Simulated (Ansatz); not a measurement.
# WSe2 (P-3m1), an elastic constant from a strain scan

The calculation used Ansatz, DFT PBE, scalar-relativistic, plane waves, PAW. The runs took a 420 eV cutoff, a Γ-centred 12×12×1 mesh and Gaussian smearing (0.05 eV). Spin–orbit coupling is left out, which can shift energies with elements as heavy as these. No spin polarisation. Energies are free energies at this smearing, counted from the undisturbed cell; pressure is positive in compression.

The starting cell (relaxed at this level; this form isn't the usual structure):

```
W Se
1.0
     3.32068    0.00000    0.00000
    -1.66034    2.87579    0.00000
     0.00000    0.00000   38.77011
W Se
4 8
Direct
  0.66667 0.33333 0.90171
  0.66667 0.33333 0.29464
  0.33333 0.66667 0.70536
  0.33333 0.66667 0.09829
  0.33333 0.66667 0.94500
  0.33333 0.66667 0.33792
  0.66667 0.33333 0.74865
  0.66667 0.33333 0.14158
  0.33333 0.66667 0.85842
  0.33333 0.66667 0.25135
  0.66667 0.33333 0.66208
  0.66667 0.33333 0.05500
```

The cell holds layers and no dispersion correction was added, so their binding is poorly described.

The cell is strained by ε times the Voigt pattern (0, 0, 1, 0, 0, 0) (xx, yy, zz, yz, xz, xy; engineering shear) with fractional coordinates fixed. The cell holds 12 atoms in V0 = 370.24 Å³. The stress column is τ = (1/V0) dE/dε, got from the stress tensor σ (compression positive) at each point as −det(1 + εP) σ : P(1 + εP)⁻¹, with P the pattern as a tensor.

```
      ε  ΔE (meV/atom)  τ (GPa)
-0.1000        185.631  -20.760
-0.0750        100.502  -14.712
-0.0500         43.005   -9.270
-0.0250         10.353   -4.382
 0.0000          0.000    0.000
 0.0250          9.607    3.916
 0.0500         37.017    7.403
 0.0750         80.242   10.491
 0.0875        107.203   11.895
 0.1000              ?        ?
```

Which combination of elastic constants does this scan measure, and how large is it?

For small ε, τ = τ0 + Kε with K = pᵀCp, which for this pattern is C33 in the Cartesian frame shown. The parabola through τ at ε = -0.0250, 0 and 0.0250 has slope K = 166 GPa at zero. The energies per cell, E = NΔE, of the same two points give K = 2[E(ε₊)/ε₊ − E(ε₋)/ε₋]/[(ε₊ − ε₋)V0] = 166 GPa, in agreement. These are clamped-ion values.

Predict the withheld row at ε = 0.1000 from the harmonic law, and compare.

ΔE = V0(τ0 ε + Kε²/2)/N = 159.802 meV/atom and τ = 16.60 GPa. The calculation gives 137.434 meV/atom and 13.21 GPa: the energy lies 14 % below the harmonic value, as bonds soften when stretched.

Forces appear on the atoms along this scan, and letting them relax would lower the energy and soften the response.

Cost: 10 runs of about 16 core-minutes in all, on Intel Xeon Processor @ 2.50GHz (Skylake/Cascade Lake) (shared hosts).